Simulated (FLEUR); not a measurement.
# SrO (Fm-3m) in FLEUR: a series of runs

One crystal, SrO, is run at these levels: PBE; tasks: equation of state.

All numbers are computed with FLEUR MaX-R8.1 (later development tree); they aren't measurements. Logs are shortened: lines on timing, memory, paths and dates and some standing lists are left out, and cuts for length are marked.

## (1) The structure

Symmetry: Fm-3m, No. 225, cubic system. Conventional cell: a = 5.133 Å, b = 5.133 Å, c = 5.133 Å, α = 90.00°, β = 90.00°, γ = 90.00°. Around Sr (site symmetry m-3m) lie 6 O at 2.57 Å. O (site symmetry m-3m) has 6 Sr at 2.57 Å as nearest neighbours.

## (2) Equation of state, PBE, 15.89 Å³/atom (volume scaled by 0.94)

inp.xml reads:

```xml
<?xml version="1.0" encoding="UTF-8" standalone="no"?>
<fleurInput fleurInputVersion="0.39">
   <comment>
      SrO                                                                                                 
   </comment>
   <calculationSetup>
      <cutoffs Kmax="3.8" Gmax="11.8" GmaxXC="11.8" numbands="0"/>
      <scfLoop itmax="60" minDistance="0.00001" maxIterBroyd="15" imix="Anderson" alpha="0.05" precondParam="0.0" spinf="2.0" sdNocoIR="T"/>
      <coreElectrons ctail="T" frcor="F" kcrel="0" coretail_lmax="0"/>
      <xcFunctional name="pbe" relativisticCorrections="F"/>
      <magnetism jspins="1"/>
      <soc l_soc="F" theta="0.0" phi="0.0" spav="F"/>
      <expertModes spex="0" secvar="F"/>
      <geometryOptimization l_f="F" forcealpha="1.0" forcemix="BFGS" epsdisp="0.0005" epsforce="0.0002"/>
      <ldaU l_linMix="F" mixParam="0.05" spinf="1.0"/>
   </calculationSetup>
   <cell>
      <bzIntegration valenceElectrons="16.0" mode="hist" fermiSmearingEnergy="0.00183747">
         <kPointListSelection listName="default-1"/>
         <!-- k-points included here -->
         <xi:include xmlns:xi="http://www.w3.org/2001/XInclude" href="kpts.xml"> </xi:include>
      </bzIntegration>
      <!-- symmetry operations included here -->
      <xi:include xmlns:xi="http://www.w3.org/2001/XInclude" href="sym.xml"> </xi:include>
      <bulkLattice scale="0.9795861087">
         <bravaisMatrix>
            <row-1>    0.0000000000000000     4.8496041535609802     4.8496041535609802</row-1>
            <row-2>    4.8496041535609802     0.0000000000000000     4.8496041535609802</row-2>
            <row-3>    4.8496041535609802     4.8496041535609802     0.0000000000000000</row-3>
         </bravaisMatrix>
      </bulkLattice>
   </cell>
   <atomSpecies>
      <species name="Strontium (Sr)" element="Sr" atomicNumber="38">
         <mtSphere radius="2.4" gridPoints="819" logIncrement="0.015"/>
         <atomicCutoffs lmax="10" lnonsphr="8"/>
         <electronConfig flipSpins="F">
            <coreConfig>(1s1/2) (2s1/2) (2p1/2) (2p3/2) (3s1/2) (3p1/2) (3p3/2) (3d3/2) (3d5/2)</coreConfig>
            <valenceConfig>(4s1/2) (4p1/2) (4p3/2) (5s1/2)</valenceConfig>
         </electronConfig>
         <energyParameters s="5" p="4" d="4" f="4"/>
         <lo type="SCLO" l="0" n="4" eDeriv="0"/>
         <lo type="HELO" l="1" n="5" eDeriv="0"/>
         <lo type="HELO" l="1" n="5" eDeriv="1"/>
         <lo type="SCLO" l="2" n="4" eDeriv="2"/>
         <lo type="SCLO" l="3" n="4" eDeriv="2"/>
      </species>
      <species name="Oxygen (O)" element="O" atomicNumber="8">
         <mtSphere radius="1.95" gridPoints="665" logIncrement="0.016"/>
         <atomicCutoffs lmax="8" lnonsphr="6"/>
         <electronConfig flipSpins="F">
            <coreConfig>(1s1/2)</coreConfig>
            <valenceConfig>(2s1/2) (2p1/2) (2p3/2)</valenceConfig>
            <stateOccupation state="(2p1/2)" spinUp="0.666667" spinDown="0.666667"/>
            <stateOccupation state="(2p3/2)" spinUp="1.333333" spinDown="1.333333"/>
         </electronConfig>
         <energyParameters s="2" p="2" d="3" f="4"/>
         <lo type="SCLO" l="0" n="2" eDeriv="2"/>
         <lo type="SCLO" l="1" n="2" eDeriv="2"/>
         <lo type="SCLO" l="2" n="3" eDeriv="2"/>
      </species>
   </atomSpecies>
   <atomGroups>
      <atomGroup species="Strontium (Sr)">
         <relPos label="                   1">1.000/2.000 1.000/2.000 1.000/2.000</relPos>
         <force calculate="T" relaxXYZ="TTT"/>
      </atomGroup>
      <atomGroup species="Oxygen (O)">
         <relPos label="                   2">.0000000000 .0000000000 .0000000000</relPos>
         <force calculate="T" relaxXYZ="TTT"/>
      </atomGroup>
   </atomGroups>
   <output dos="F" band="F" slice="F">
      <checks vchk="F" cdinf="F"/>
      <bandDOS minEnergy="-.5*Htr" maxEnergy="0.5*Htr" sigma="0.015" storeEVData="T"/>
      <vacuumDOS vacdos="F" integ="F" star="F" nstars="0" locx1="0.0" locy1="0.0" locx2="0.0" locy2="0.0" nstm="0" tworkf="0.0"/>
      <unfoldingBand unfoldBand="F" supercellX="1" supercellY="1" supercellZ="1"/>
      <plotting iplot="0" polar="F">
         <plot TwoD="T" vec1="  1.0  0.0  0.0" vec2="  0.0  1.0  0.0" vec3="  0.0  0.0  1.0" zero="  0.0  0.0  0.0" file="plot"/>
      </plotting>
      <chargeDensitySlicing numkpt="0" minEigenval="0.0" maxEigenval="0.0" nnne="0" pallst="F"/>
      <specialOutput eonly="F"/>
      <moessbauerParams electricFieldGradient="T" isomerShift="T" coreHyperfine="T" valenceHyperfine="T"/>
      <magneticCircularDichroism mcd="F" energyLo="-10.0" energyUp="0.0"/>
   </output>
  <!-- We include the file relax.xml here to enable relaxations (see documentation) -->
  <xi:include xmlns:xi="http://www.w3.org/2001/XInclude" href="relax.xml"> <xi:fallback/> </xi:include>
</fleurInput>
```

Potentials or basis: all-electron, FLAPW.

On the command line:

```sh
> inpgen -f crystal.txt -profile fastHighL
> # inp.xml edited to the form shown
> fleur_MPI
```

Standard output:

```text
Welcome to FLEUR        (www.flapw.de)
      MaX-Release 8.1          (www.max-centre.eu)

 ========== k-point set info ==========
 Selected k-point list: default-1
 k-point list type: mesh
 9 x 9 x 9
 Number of k points: 35

 ------------Calculation Setup---------------------------
 Number of MPI-tasks      :            1
 Number of PE/node        :            1
 Number of OMP-threads    :            1
 Most efficient MPI parallelization for:
           1           5           7          35
 Additional eigenvalue parallelization possible
 Number of basis functions:          274
 Approximate size of matrices (H+S) per k-point:         0.001 GB
 --------------------------------------------------------
 Iteration:     1   Distance:      22.23690004 me/bohr^3
 Iteration:     2   Distance:      18.40737824 me/bohr^3
 Iteration:     3   Distance:       5.79002651 me/bohr^3
 Iteration:     4   Distance:       8.66207572 me/bohr^3
 Iteration:     5   Distance:       0.79899791 me/bohr^3
 Iteration:     6   Distance:       1.50359796 me/bohr^3
 Iteration:     7   Distance:       0.49829516 me/bohr^3
 Iteration:     8   Distance:       0.15846446 me/bohr^3
 Iteration:     9   Distance:       0.02380898 me/bohr^3
 Iteration:    10   Distance:       0.00379054 me/bohr^3
 Iteration:    11   Distance:       0.00464311 me/bohr^3
 Iteration:    12   Distance:       0.00121665 me/bohr^3
 Iteration:    13   Distance:       0.00112746 me/bohr^3
 Iteration:    14   Distance:       0.00024379 me/bohr^3
 Iteration:    15   Distance:       0.00000527 me/bohr^3

 ********************************************************************
 Run finished successfully
 Stop message:
   all done
 ********************************************************************
```

out.xml (last iteration):

```text
<iteration numberForCurrentRun="   15" overallNumber="   15">
         <energyParameters units="Htr">
            <atomicEP atomType="1" spin="1" branch="5s" branchLowest="-0.78" branchHighest="3.33" value="0.2468541319"/>
            <atomicEP atomType="1" spin="1" branch="4p" branchLowest="-8.83" branchHighest="0.00" value="-0.2750536148"/>
            <atomicEP atomType="1" spin="1" branch="4d" branchLowest="-4.12" branchHighest="1.29" value="0.3736121616"/>
            <atomicEP atomType="1" spin="1" branch="4f" branchLowest="-9.99" branchHighest="2.55" value="0.5731384509"/>
            <loAtomicEP atomType="1" spin="1" branch="4s" branchLowest="-11.68" branchHighest="-0.78" value="-0.9367454206"/>
            <heloAtomicEP atomType="1" spin="1" branch="5p" branchLowest="2.60" branchHighest="2.60" value="2.5999772843"/>
            <heloAtomicEP atomType="1" spin="1" branch="5p" branchLowest="2.60" branchHighest="2.60" value="2.5999772843"/>
            <loAtomicEP atomType="1" spin="1" branch="4d" branchLowest="-4.12" branchHighest="1.29" value="0.3733463025"/>
            <loAtomicEP atomType="1" spin="1" branch="4f" branchLowest="-9.99" branchHighest="2.55" value="0.5731411509"/>
            <atomicEP atomType="2" spin="1" branch="2s" branchLowest="-18.24" branchHighest="0.00" value="-0.3192213105"/>
            <atomicEP atomType="2" spin="1" branch="2p" branchLowest="-9.99" branchHighest="0.59" value="0.1927071282"/>
            <atomicEP atomType="2" spin="1" branch="3d" branchLowest="-9.99" branchHighest="3.42" value="0.5842283442"/>
            <atomicEP atomType="2" spin="1" branch="4f" branchLowest="-9.99" branchHighest="5.78" value="0.7456919768"/>
            <loAtomicEP atomType="2" spin="1" branch="2s" branchLowest="-18.24" branchHighest="0.00" value="-0.3192213105"/>
            <loAtomicEP atomType="2" spin="1" branch="2p" branchLowest="-9.99" branchHighest="0.59" value="0.1924015035"/>
            <loAtomicEP atomType="2" spin="1" branch="3d" branchLowest="-9.99" branchHighest="3.42" value="0.5842285947"/>
         </energyParameters>
         <eigenvalues>
            <eigenvaluesAt spin="1" ikpt="1" k_x="0.00000000" k_y="0.00000000" k_z="0.00000000">
                      -0.9416303651       -0.3192100335       -0.2638101043       -0.2638101043       -0.2638101043
                       0.2373129516        0.2373129516        0.2373129516        0.4032454347        0.4727599050
                       0.4727599050        0.4727599050        0.5583127529
            </eigenvaluesAt>
            <eigenvaluesAt spin="1" ikpt="2" k_x="0.00000000" k_y="0.00000000" k_z="0.11111111">
                      -0.9408460174       -0.3302180147       -0.2642249651       -0.2642249651       -0.2546810443
                       0.2234897213        0.2308947485        0.2308947485        0.4245806278        0.4675715714
                       0.4822643084        0.4822643084        0.5715806786
            </eigenvaluesAt>
            <eigenvaluesAt spin="1" ikpt="3" k_x="0.00000000" k_y="0.00000000" k_z="0.22222222">
                      -0.9388377303       -0.3504379373       -0.2652642131       -0.2652642131       -0.2392564666
                       0.1956077534        0.2161654922        0.2161654922        0.4640394242        0.4739221892
                       0.5088453613        0.5088453613        0.6056979535
            </eigenvaluesAt>
            <eigenvaluesAt spin="1" ikpt="4" k_x="0.00000000" k_y="0.00000000" k_z="0.33333333">
                      -0.9365125924       -0.3681230028       -0.2664237241       -0.2664237241       -0.2270415704
                       0.1702834571        0.2014507360        0.2014507360        0.4740361412        0.5269928045
                       0.5452743842        0.5452743842        0.6497744633
            </eigenvaluesAt>
         </eigenvalues>
         <bandgap value="3.3268631614" units="eV"/>
         <sumValenceSingleParticleEnergies value="-2.9390713572" units="Htr"/>
         <FermiEnergy value="0.2373129516" units="Htr"/>
         <valenceDensity>
            <mtCharges spin="1">
               <mtCharge atomType="1" total="7.7882974" s="1.9894794" p="5.5402766" d="0.2324231" f="0.0215747"/>
               <mtCharge atomType="2" total="6.0455965" s="1.7894351" p="4.2432608" d="0.0097236" f="0.0024819"/>
            </mtCharges>
            <spinDependentCharge spin="1" total="16.0000000" interstitial="2.1661062" mtSpheres="13.8338938"/>
            <totalCharge value="16.0000000000"/>
         </valenceDensity>
         <coreStates atomType="     1" atomicNumber=" 38" spin="1" kinEnergy="   3228.2857782299" eigValSum="  -1863.9453902002" lostElectrons=" 0.000098">
            <state n="1" l="0" j="0.5" energy="-584.8747588750" weight="1.0000000000"/>
            <state n="2" l="0" j="0.5" energy="-78.6804736433" weight="1.0000000000"/>
            <state n="2" l="1" j="0.5" energy="-71.5495339412" weight="1.0000000000"/>
            <state n="2" l="1" j="1.5" energy="-69.0355416662" weight="2.0000000000"/>
            <state n="3" l="0" j="0.5" energy="-11.6809023382" weight="1.0000000000"/>
            <state n="3" l="1" j="0.5" energy="-9.0915184580" weight="1.0000000000"/>
            <state n="3" l="1" j="1.5" energy="-8.7061728663" weight="2.0000000000"/>
            <state n="3" l="2" j="1.5" energy="-4.1627561176" weight="2.0000000000"/>
            <state n="3" l="2" j="2.5" energy="-4.0955221814" weight="3.0000000000"/>
         </coreStates>
         <coreStates atomType="     2" atomicNumber="  8" spin="1" kinEnergy="     58.3012299629" eigValSum="    -36.4865666775" lostElectrons=" 0.000000">
            <state n="1" l="0" j="0.5" energy="-18.2432833388" weight="1.0000000000"/>
         </coreStates>
         <allElectronCharges>
            <spinDependentCharge spin="1" total="46.0000000" interstitial="2.1662039" mtSpheres="43.8337961"/>
            <totalCharge value="45.9999999944"/>
         </allElectronCharges>
         <moessbauerParams unitsHFF="kG" unitsIS="e/bohr^3" unitsEFG="Htr/bohr^2">
            <coreIsomerShift atomType="1" isTotal="61331.96572">
               <shell n="1" l="0" isomerShift="54476.72640"/>
               <shell n="2" l="0" isomerShift="5790.76912"/>
               <shell n="2" l="1" isomerShift="74.89961"/>
               <shell n="3" l="0" isomerShift="976.49422"/>
               <shell n="3" l="1" isomerShift="13.07637"/>
               <shell n="3" l="2" isomerShift="0.00000"/>
            </coreIsomerShift>
            <coreIsomerShift atomType="2" isTotal="305.24397">
               <shell n="1" l="0" isomerShift="305.24397"/>
            </coreIsomerShift>
            <isomerShift atomType="1" nucleusRadius="0.0001049" averageDensity="61471.89470"/>
            <isomerShift atomType="2" nucleusRadius="0.0000595" averageDensity="320.32182"/>
            <electricFieldGradient atomType="1" VXX="0.00000" VYY="0.00000" VZZ="0.00000" asymParam="0.00000">
            </electricFieldGradient>
            <electricFieldGradient atomType="2" VXX="0.00000" VYY="0.00000" VZZ="0.00000" asymParam="0.00000">
            </electricFieldGradient>
         </moessbauerParams>
         <totalEnergy                                    value="    -3255.2336242997" units="Htr">
            <sumOfEigenvalues                            value="    -1903.3710282349">
               <coreElectrons value="-1900.4319568777"/>
               <valenceElectrons value="-2.9390713572"/>
            </sumOfEigenvalues>
            <densityCoulombPotentialIntegral value="-5105.9828611009"/>
            <densityEffectivePotentialIntegral value="-5254.2300526788"/>
            <chargeDenXCDenIntegral value="-113.9256775476"/>
            <FockExchangeEnergyValence value="0.0000000000"/>
            <FockExchangeEnergyCore value="0.0000000000"/>
            <atomTypeDependentContributions atomType="1">
               <electronNucleiInteractionDifferentMTs value="3826.5438392529"/>
               <MadelungTerm value="-21.0077912794"/>
            </atomTypeDependentContributions>
            <atomTypeDependentContributions atomType="2">
               <electronNucleiInteractionDifferentMTs value="90.1987864917"/>
               <MadelungTerm value="-1.4251236215"/>
            </atomTypeDependentContributions>
            <tkbTimesEntropy value="0.0000000000"/>
            <freeEnergy value="-3255.2336242997"/>
            <extrapolationTo0K value="-3255.2336242997"/>
         </totalEnergy>
         <densityConvergence units="me/bohr^3">
            <chargeDensity spin="1" distance="0.0000052747"/>
         </densityConvergence>
      </iteration>
```

Run time: 18 s. Hardware: 1 thread of Arm Neoverse V1, shared host; peak memory 0.06 GiB.

Results:

```yaml
Free_energy: -88579.4195 eV
Band_gap_on_the_k_mesh: 3.33 eV, indirect (least direct gap 3.36 eV)
Valence_electrons_inside_the_program's_atomic_spheres: Sr 7.79; O 6.05 (radii Sr 2.4, O 1.95 bohr)
```

Caveat: an odd mesh through Γ misses points on the zone boundary, where band edges often lie.

## (3) Equation of state, PBE, 16.23 Å³/atom (volume scaled by 0.96)

Edit inp.xml of step 2 so:

```diff
@@ -24,3 +24,3 @@
       <xi:include xmlns:xi="http://www.w3.org/2001/XInclude" href="sym.xml"> </xi:include>
-      <bulkLattice scale="0.9795861087">
+      <bulkLattice scale="0.9864848297">
          <bravaisMatrix>
```

Potentials or basis: all-electron, FLAPW.

On the command line:

```sh
> inpgen -f crystal.txt -profile fastHighL
> # inp.xml edited to the form shown
> fleur_MPI
```

Wall time 19 s (1 thread of Arm Neoverse V1, shared host); peak memory 0.06 GiB.

It converged, with:

* Free energy: -88579.4575 eV
* Band gap on the k mesh: 3.34 eV, indirect (least direct gap 3.39 eV)
* Valence electrons inside the program's atomic spheres: Sr 7.77; O 6.03 (radii Sr 2.4, O 1.95 bohr)

Caveat: an odd mesh through Γ misses points on the zone boundary, where band edges often lie.

[end of part 1 of 2]
